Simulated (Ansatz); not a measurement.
The system is Pb.

```xyz
2
Lattice="3.0386 -1.7503 0.0000 3.0386 1.7503 0.0000 -2.1155 0.0000 6.0952" Properties=species:S:1:pos:R:3 pbc="T T T"
Pb    3.9848    0.0000    4.4269
Pb   -0.0230    0.0000    1.6683
```

This isn't the form of Pb at room conditions, which is fcc.

```yaml
Program: Ansatz 0.2.0
Task: relaxation of cell and atoms
Functional: PBEsol
Dispersion: D4
Potentials_or_basis: Ansatz PAW
Cutoff: "420 eV (not typed: the program's choice for these potentials)"
k_mesh: 9 × 9 × 5
Occupations: fermi-dirac, width 0.05 eV
Spin: no spin polarisation
```

At the start: volume 32.42 Å³/atom.

Q: How do energy, volume and symmetry change on relaxing?

A: It ends after 16 steps and the volume is 29.23 Å³/atom (-9.8 %); space group C2/m (No. 12, to 0.05 Å).

The path:
| step | energy change (eV) | largest force (eV/Å) | volume (Å³) |
| --- | --- | --- | --- |
| 1 | 0.0000 | 0.1357 | 64.84 |
| 2 | -0.0437 | 0.0710 | 59.99 |
| 3 | -0.0462 | 0.0233 | 60.47 |
| 4 | -0.0538 | 0.0382 | 60.80 |
| 5 | -0.0766 | 0.0350 | 60.82 |
| 6 | -0.1370 | 0.1503 | 59.75 |
| 7 | -0.1802 | 0.1105 | 57.88 |
| 8 | -0.1913 | 0.0030 | 58.26 |
| 9 | -0.1951 | 0.1123 | 58.22 |
| 10 | -0.1977 | 0.0024 | 58.46 |
| 11 | -0.1986 | 0.0003 | 58.39 |
| 12 | -0.1989 | 0.0002 | 58.43 |
| 13 | -0.1997 | 0.0002 | 58.43 |
| 14 | -0.1997 | 0.0003 | 58.47 |
| 15 | -0.1997 | 0.0001 | 58.45 |
| 16 | -0.1998 | 0.0001 | 58.45 |

Final structure:
```
CELL_PARAMETERS angstrom
2.97926 -1.73296 -0.53065
2.97926 1.73296 -0.53065
-3.13860 0.00000 6.21991
ATOMIC_POSITIONS crystal
Pb 0.00001 0.00001 0.75000
Pb 0.99999 0.99999 0.25000
```

Caveat: the plane-wave basis is chosen anew once the cell has moved, so the energies of steps on either side of that aren't comparable; pairwise dispersion overbinds metals, which lowers pressure and volume; the PAW data sets come from PBE, with cores solved anew for the run's functional, which leaves a small shift of forces and pressure.
